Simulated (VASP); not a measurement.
# Cu (Fm-3m) in VASP: settings compared

One crystal, Cu, is run at these levels: PBE, LDA, PBEsol; tasks: phonons, elastic constants, phonon dispersion.

Program: VASP 6.6.1. These are calculated values, not measurements. Logs are shortened: lines on timing, memory, paths and dates and some standing lists are left out, and cuts for length are marked.

## (1) The structure

It takes space group Fm-3m (No. 225, cubic). The conventional cell has a = 3.636 Å, b = 3.636 Å, c = 3.636 Å, α = 90.00°, β = 90.00°, γ = 90.00°. Cu (site symmetry m-3m) is surrounded by 12 Cu at 2.57 Å.

## (2) Phonons, PBE

The input, POSCAR:

```
Cu
1.0
    0.0000000000      1.8178591641      1.8178591641
    1.8178591641      0.0000000000      1.8178591641
    1.8178591641      1.8178591641      0.0000000000
  Cu
     1
Direct
     0.0000000000000000    0.0000000000000000    0.0000000000000000
```

The input, INCAR.step1:

```
ALGO     = Normal         # electronic algorithm
EDIFF    = 1E-8           # SCF threshold, eV
EDIFFG   = -0.002         # ionic threshold
ENCUT    = 600            # plane-wave cutoff, eV
GGA      = PE             # functional
IBRION   = 2              # ionic algorithm
ISIF     = 3              # what is computed and relaxed
ISMEAR   = 1              # smearing method
KPAR     = 2            
LASPH    = T              # aspherical terms in the spheres
LCHARG   = F              # write CHGCAR
LREAL    = F              # projectors in reciprocal space
LWAVE    = F              # write WAVECAR
NELM     = 80             # most SCF steps
NSW      = 40             # ionic steps
PREC     = Accurate       # precision mode
SIGMA    = 0.2            # smearing width, eV
```

The input, INCAR.step2:

```
ALGO     = Normal         # electronic algorithm
EDIFF    = 1E-8           # SCF threshold, eV
ENCUT    = 600            # plane-wave cutoff, eV
GGA      = PE             # functional
IBRION   = 6              # ionic algorithm
ISIF     = 2              # what is computed and relaxed
ISMEAR   = 1              # smearing method
KPAR     = 2            
LASPH    = T              # aspherical terms in the spheres
LCHARG   = F              # write CHGCAR
LREAL    = F              # projectors in reciprocal space
LWAVE    = F              # write WAVECAR
NELM     = 80             # most SCF steps
NFREE    = 2            
NSW      = 1              # ionic steps
POTIM    = 0.015          # step
PREC     = Accurate       # precision mode
SIGMA    = 0.2            # smearing width, eV
```

The input, KPOINTS:

```
k-points
0
Gamma
  32 32 32
```

Potentials or basis: VASP PAW PBE potentials, release 64 (Cu).

Launch:

```console
cat potpaw_PBE.64/Cu/POTCAR > POTCAR
cp INCAR.step1 INCAR
mpirun -np 2 vasp_std > vasp.out
cp CONTCAR POSCAR
cp INCAR.step2 INCAR
mpirun -np 2 vasp_std > vasp.out
```

OUTCAR:

```text
EDIFF = 1E-8
   ENCUT = 600
   GGA = PE
   IBRION = 6
   ISIF = 2
   ISMEAR = 1
   LASPH = T
   LREAL = F
   NELM = 80
   NFREE = 2
   NSW = 1
   POTIM = 0.015
   PREC = Accurate

 ion  position               nearest neighbor table
   1  0.000  0.000  0.000-

  LATTYP: Found a face centered cubic cell.
 ALAT       =     3.6343239649

  Lattice vectors:

 A1 = (   0.0000000000,   1.8171619825,   1.8171619825)
 A2 = (   1.8171619825,   0.0000000000,   1.8171619825)
 A3 = (   1.8171619825,   1.8171619825,   0.0000000000)

Analysis of symmetry for initial positions (statically):
=====================================================================
 Subroutine PRICEL returns:
 Original cell was already a primitive cell.

 Routine SETGRP: Setting up the symmetry group for a
 face centered cubic supercell.

 Subroutine GETGRP returns: Found 48 space group operations
 (whereof 48 operations were pure point group operations)
 out of a pool of 48 trial point group operations.

The static configuration has the point symmetry O_h .

Analysis of symmetry for dynamics (positions and initial velocities):
=====================================================================
 Subroutine PRICEL returns:
 Original cell was already a primitive cell.

 Routine SETGRP: Setting up the symmetry group for a
 face centered cubic supercell.

 Subroutine GETGRP returns: Found 48 space group operations
 (whereof 48 operations were pure point group operations)
 out of a pool of 48 trial point group operations.

The dynamic configuration has the point symmetry O_h .

 Subroutine INISYM returns: Found 48 space group operations
 (whereof 48 operations are pure point group operations),
 and found     1 'primitive' translations

----------------------------------------------------------------------------------------

                                     Primitive cell

  volume of cell :      12.0008

  direct lattice vectors                    reciprocal lattice vectors
     0.000000000  1.817161982  1.817161982    -0.275154337  0.275154337  0.275154337
     1.817161982  0.000000000  1.817161982     0.275154337 -0.275154337  0.275154337
     1.817161982  1.817161982  0.000000000     0.275154337  0.275154337 -0.275154337

  length of vectors
     2.569855121  2.569855121  2.569855121     0.476581291  0.476581291  0.476581291

  position of ions in fractional coordinates (direct lattice)
     0.000000000  0.000000000  0.000000000

  ion indices of the primitive-cell ions
   primitive index   ion index
                 1           1

----------------------------------------------------------------------------------------

 KPOINTS: k-points

Automatic generation of k-mesh.
 Grid dimensions read from file:
 generate k-points for:   32   32   32

 Generating k-lattice:

  Cartesian coordinates                     Fractional coordinates (reciprocal lattice)
    -0.008598573  0.008598573  0.008598573     0.031250000  0.000000000  0.000000000
     0.008598573 -0.008598573  0.008598573     0.000000000  0.031250000  0.000000000
     0.008598573  0.008598573 -0.008598573     0.000000000  0.000000000  0.031250000

  Length of vectors
     0.014893165  0.014893165  0.014893165

  Shift w.r.t. Gamma in fractional coordinates (k-lattice)
     0.000000000  0.000000000  0.000000000

 Subroutine IBZKPT returns following result:
 ===========================================

 Found    897 irreducible k-points:

[... 38 lines left out ...]
   ICHARG =      2    charge: 1-file 2-atom 10-const
   ISPIN  =      1    spin polarized calculation?
   LNONCOLLINEAR =      F non collinear calculations
   LSORBIT =      F    spin-orbit coupling
   LASPH  =      T    aspherical Exc in radial PAW
   ENCUT  =  600.0 eV  44.10 Ry    6.64 a.u.   5.13  5.13  5.13*2*pi/ulx,y,z
   NELM   =     80;   NELMIN=  2; NELMDL=  0     # of ELM steps
   EDIFF  = 0.1E-07   stopping-criterion for ELM
   LREAL  =      F    real-space projection
   EDIFFG = 0.1E-06   stopping-criterion for IOM
   NSW    =     49    number of steps for IOM
   IBRION =      6    ionic relax: 0-MD 1-quasi-New 2-CG
   NFREE  =      2    steps in history (QN), initial steepest desc. (CG)
   ISIF   =      2    stress and relaxation
   ISYM   =      2    0-nonsym 1-usesym 2-fastsym
   POTIM  = 0.0150    time-step for ionic-motion
   TEBEG  =    0.0;   TEEND  =   0.0 temperature during run
   PSTRESS=    0.0 pullay stress
   NELECT =      11.0000    total number of electrons
   NUPDOWN=      -1.0000    fix difference up-down
   EMIN   =  10.00;   EMAX   =-10.00  energy-range for DOS
   EFERMI =   0.00;   METHOD = LEGACY
   ISMEAR =     1;   SIGMA  =   0.20  broadening in eV -4-tet -1-fermi 0-gaus
   EFERMI_NEDOS =   21; number of points for ismear=-14 and -15
   IALGO  =     38    algorithm
   IMIX   =      4    mixing-type and parameters
     AMIX     =   0.40;   BMIX     =  1.00
     AMIX_MAG =   1.60;   BMIX_MAG =  1.00
  volume/ion in A,a.u.               =      12.00        80.99
  Fermi-wavevector in a.u.,A,eV,Ry     =   1.590262  3.005160 34.408237  2.528934
  Thomas-Fermi vector in A             =   2.688984
   LORBIT       =      0    0 simple, 1 ext, 2 COOP (PROOUT), +10 PAW based schemes
   GGA     = PE    functional components
   LHFCALC =     F    Hartree Fock is set to
   AEXX    =    0.0000 exact exchange contribution
   IVDW    =     0    specifies the selected vdW correction
   LEPSILON=     F    determine dielectric tensor
   LRPA    =     F    only Hartree local field effects (RPA)
 finite differences with symmetry
 non-spin polarized calculation
 Methfessel and Paxton  Order N= 1 SIGMA  =   0.20
  energy-cutoff  :      600.00
  volume of cell :       12.00
 maximum number of plane-waves:       415
 NGX is ok and might be reduce to    24
   NGX = 11   NGY = 11   NGZ = 11

--------------------------------------- Ionic step        1  -------------------------------------------

 number of electron      10.9999998 magnetization

 Free energy of the ion-electron system (eV)
  ---------------------------------------------------
  ext. energy  EPLUGINS =         0.00000000
  ---------------------------------------------------
  free energy    TOTEN  =        -3.72799478 eV

  energy without entropy =       -3.72838385  energy(sigma->0) =       -3.72812447

------------------------ aborting loop because EDIFF is reached ----------------------------------------

  FORCE on cell =-STRESS in cart. coord.  units (eV):
  Direction    XX          YY          ZZ          XY          YZ          ZX
  --------------------------------------------------------------------------------------
  -------------------------------------------------------------------------------------
  Total        0.0009240      0.0009240      0.0009240     -0.0000000     -0.0000000      0.0000000
  in kB        0.1233556      0.1233556      0.1233556     -0.0000000     -0.0000000      0.0000000
  external PRESSURE =       0.1233556 kB  Pullay stress =       0.0000000 kB
[... 57 lines left out ...]
--------------------------------------- Ionic step        3  -------------------------------------------

 number of electron      10.9999999 magnetization

 Free energy of the ion-electron system (eV)
  ---------------------------------------------------
  ext. energy  EPLUGINS =         0.00000000
  ---------------------------------------------------
  free energy    TOTEN  =        -3.72799499 eV

  energy without entropy =       -3.72838406  energy(sigma->0) =       -3.72812468

 E-fermi :   7.4162     XC(G=0): -12.6335

 val. band max:        7.4108520690   @ k =  -0.4062   0.1250   0.0000
 cond. band min:       7.4186173314   @ k =  -0.4687   0.0937   0.0000
 fundamental gap:      0.0077652624
 Fermi energy:         7.4161918413

 k-point     1 :       0.0000    0.0000    0.0000
  band No.  band energies     occupation
      1      -1.8413      2.00000
      2       4.4090      2.00000
      3       4.4090      2.00000
      4       4.4090      2.00000
      5       5.2106      2.00000
      6       5.2106      2.00000
      7      29.8544      0.00000
      8      32.3750      0.00000
      9      32.3750      0.00000
[... 265 lines left out ...]
 k-point    24 :       0.2188    0.0312    0.0000
  band No.  band energies     occupation
      1      -0.3124      2.00000
      2       4.1715      2.00000
      3       4.5729      2.00000
      4       4.5770      2.00000
      5       5.1692      2.00000
      6       5.2731      2.00000
      7      21.7753      0.00000
      8      29.3283      0.00000
      9      29.5137      0.00000

 [... further k-points ...]
[... 5 lines left out ...]
  --------------------------------------------------------------------------------------
  -------------------------------------------------------------------------------------
  Total        0.0009197      0.0009197      0.0009197     -0.0000000      0.0000000      0.0000000
  in kB        0.1227891      0.1227891      0.1227891     -0.0000000      0.0000000      0.0000000
  external PRESSURE =       0.1227891 kB  Pullay stress =       0.0000000 kB
[... 16 lines left out ...]
  FREE ENERGIE OF THE ION-ELECTRON SYSTEM (eV)
  ---------------------------------------------------
  free  energy   TOTEN  =        -3.7279949946 eV

  energy  without entropy=       -3.7283840582  energy(sigma->0) =       -3.72812468

 INTERNAL STRAIN TENSORS FROM DISPLACED ATOMS
 ============================================

 INTERNAL STRAIN TENSOR FOR ION    1 for displacements in x,y,z  (eV/Angst):
          X           Y           Z          XY          YZ          ZX
  --------------------------------------------------------------------------------
  x     0.00000     0.00000     0.00000     0.00000     0.00000     0.00000
  y     0.00000     0.00000     0.00000     0.00000     0.00000     0.00000
  z     0.00000     0.00000     0.00000     0.00000     0.00000     0.00000

 Eigenvectors and eigenvalues of the dynamical matrix
 ----------------------------------------------------

   1 f/i=    0.000000 THz     0.000000 2PiTHz    0.000000 cm-1     0.000000 meV
             X         Y         Z           dx          dy          dz
      0.000000  0.000000  0.000000     0.316228    0.948683    0.000000

   2 f/i=    0.000000 THz     0.000000 2PiTHz    0.000000 cm-1     0.000000 meV
             X         Y         Z           dx          dy          dz
      0.000000  0.000000  0.000000     0.948683   -0.316228    0.000000

   3 f/i=    0.000000 THz     0.000000 2PiTHz    0.000000 cm-1     0.000000 meV
             X         Y         Z           dx          dy          dz
      0.000000  0.000000  0.000000     0.000000    0.000000    1.000000

 ELASTIC MODULI CONTR FROM IONIC RELAXATION (kBar)
 Direction    XX          YY          ZZ          XY          YZ          ZX
 --------------------------------------------------------------------------------
 XX           0.0000      0.0000      0.0000      0.0000      0.0000      0.0000
 YY           0.0000      0.0000      0.0000      0.0000      0.0000      0.0000
 ZZ           0.0000      0.0000      0.0000      0.0000      0.0000      0.0000
 XY           0.0000      0.0000      0.0000      0.0000      0.0000      0.0000
 YZ           0.0000      0.0000      0.0000      0.0000      0.0000      0.0000
 ZX           0.0000      0.0000      0.0000      0.0000      0.0000      0.0000
 --------------------------------------------------------------------------------
```

Run time: 93 s. Hardware: 2 MPI ranks of Intel Xeon 6975P-C (Granite Rapids), shared host; peak memory 0.32 GiB.

What came out:

```yaml
Relaxed_volume: 12.00 Å³/atom
Relaxed_cell: a = 2.570 Å, b = 2.570 Å, c = 2.570 Å, α = 60.00°, β = 60.00°, γ = 60.00°
Space_group_after_relaxing_to_0.05_Å: Fm-3m (No. 225)
```

Final structure:
```xyz
1
Lattice="0.0000 1.8172 1.8172 1.8172 0.0000 1.8172 1.8172 1.8172 0.0000" Properties=species:S:1:pos:R:3 pbc="T T T"
Cu    0.0000    0.0000    0.0000
```

## (3) Elastic constants, PBE

POSCAR is that of step 2.

The input, INCAR.step1:

```
SYSTEM = Cu
ALGO = Normal
EDIFF = 1E-8
EDIFFG = -0.002
ENCUT = 600
GGA = PE
IBRION = 2
ISIF = 3
ISMEAR = 1
KPAR = 2
LASPH = .True.
LCHARG = .False.
LREAL = .False.
LWAVE = .False.
NELM = 80
NSW = 40
PREC = Accurate
SIGMA = 0.2
```

The input, INCAR.step2:

```
SYSTEM = Cu
ALGO = Normal
EDIFF = 1E-8
ENCUT = 600
GGA = PE
IBRION = 6
ISIF = 3
ISMEAR = 1
KPAR = 2
LASPH = .True.
LCHARG = .False.
LREAL = .False.
LWAVE = .False.
NELM = 80
NFREE = 2
NSW = 1
POTIM = 0.015
PREC = Accurate
SIGMA = 0.2
```

The input, KPOINTS:

```
k-points
0
Gamma
  32 32 32
  0 0 0
```

Potentials or basis: VASP PAW PBE potentials, release 64 (Cu).

Launch:

```console
cat potpaw_PBE.64/Cu/POTCAR > POTCAR
cp INCAR.step1 INCAR
mpirun -np 2 vasp_std > vasp.out
cp CONTCAR POSCAR
cp INCAR.step2 INCAR
mpirun -np 2 vasp_std > vasp.out
```

It took 29 min on 2 MPI ranks of Intel Xeon Platinum 8488C (Sapphire Rapids), shared host; peak memory 2 GiB.

Results (log left out):

```yaml
Relaxed_volume: 12.00 Å³/atom
Relaxed_cell: a = 2.570 Å, b = 2.570 Å, c = 2.570 Å, α = 60.00°, β = 60.00°, γ = 60.00°
Space_group_after_relaxing_to_0.05_Å: Fm-3m (No. 225)
Elastic_constants_C11_C12_C44: 174, 120, 80 GPa
Voigt_bulk_modulus: 138 GPa
```

Final structure:
```
Cu
1.0
     0.00000    1.81716    1.81716
     1.81716    0.00000    1.81716
     1.81716    1.81716    0.00000
Cu
1
Direct
  0.00000 0.00000 0.00000
```

Elastic tensor in Voigt notation (GPa, in the Cartesian axes of the cell as first typed):
```
174 120 120   0   0   0
120 174 120   0   0   0
120 120 174   0   0   0
  0   0   0  80   0   0
  0   0   0   0  80   0
  0   0   0   0   0  80
```

Clamped-ion elastic tensor (GPa):
```
174 120 120   0   0   0
120 174 120   0   0   0
120 120 174   0   0   0
  0   0   0  80   0   0
  0   0   0   0  80   0
  0   0   0   0   0  80
```

(Part 1 of 3 ends here.)
